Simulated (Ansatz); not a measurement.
# Ge: the cost of one run

Program: Ansatz 0.2.0. Level of theory: DFT PBE, scalar-relativistic, plane waves, PAW. These are calculated values, not measurements.

### Step 1. The system as given

The structure is orthorhombic, space group Cmce (No. 64). Conventional cell: a = 5.993 Å, b = 3.961 Å, c = 8.078 Å, α = 90.00°, β = 90.00°, γ = 90.00°. Around Ge (site symmetry m) lie 1 Ge at 2.23 Å.

Coordinates:

```xyz
4
Lattice="2.9963 -1.9803 0.0000 2.9963 1.9803 0.0000 0.0000 0.0000 8.0782" Properties=species:S:1:pos:R:3 pbc="T T T"
Ge    2.9963   -1.3862    0.9451
Ge    2.9963   -0.5941    4.9842
Ge    2.9963    1.3862    7.1330
Ge    2.9963    0.5941    3.0939
```

(A quick probe on a coarse mesh, which set the mesh and smearing, is not shown.)

### Step 3. A loose first relaxation

input.yaml reads:

```yaml
crystal:
  lattice:
    - [2.99628016, -1.9803119734, 0.0]
    - [2.99628016, 1.9803119734, 0.0]
    - [0.0, 0.0, 8.0781860689]
  atoms:
    - { symbol: Ge, position: [0.85, 0.15, 0.117] }
    - { symbol: Ge, position: [0.65, 0.35, 0.617] }
    - { symbol: Ge, position: [0.15, 0.85, 0.883] }
    - { symbol: Ge, position: [0.35, 0.65, 0.383] }
basis:
  ecutwfc: 420
kpoints:
  mp_grid: { grid: [6, 6, 2] }
hamiltonian:
  xc: pbe
scf:
  occupations: { method: gaussian, width: 0.1 }
  lower_state_search: "off"
output:
  forces: true
  stress: true
  eigenvalues: true
relax:
  adjacent_minimum: "off"
  f_tol: 0.04
  max_steps: 70
  cell: { stress_tol: 0.4 }
```

Q: Estimate wall time and peak memory on 1 thread of an Arm CPU, shared host.

About 42 s, with a peak of 0.37 GiB.
